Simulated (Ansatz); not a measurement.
Runs of Ansatz 0.2.0 on Rb. The structure is cubic, space group Im-3m (No. 229). Conventional cell: a = 5.605 Å, b = 5.605 Å, c = 5.605 Å, α = 90.00°, β = 90.00°, γ = 90.00°. 

```tsv
task	level	cell	cutoff (eV)	pressure (GPa)	relaxed volume (Å³/atom)
band structure	PBEsol	as given	52	(b)	-
relaxation of cell and atoms	revPBE+D4	relaxed	-	0.0	93.73
band structure	BLYP	as given	52	0.2	-
relaxation of cell and atoms	revPBE+D3(BJ)	relaxed	-	0.0	(a)
band structure	LDA	as given	52	-0.4	-
```

Alike in all rows: potentials or basis all-electron LAPW, scalar-relativistic; no spin polarisation; k mesh 7 × 7 × 7; smearing fermi-dirac 0.05 eV; basis error allowed 0.001 eV/atom.

**Question.** Estimate the missing entries.

**Answer.** (a) 89.58; (b) -0.1.

Runs at the PBE level aren't shown here.
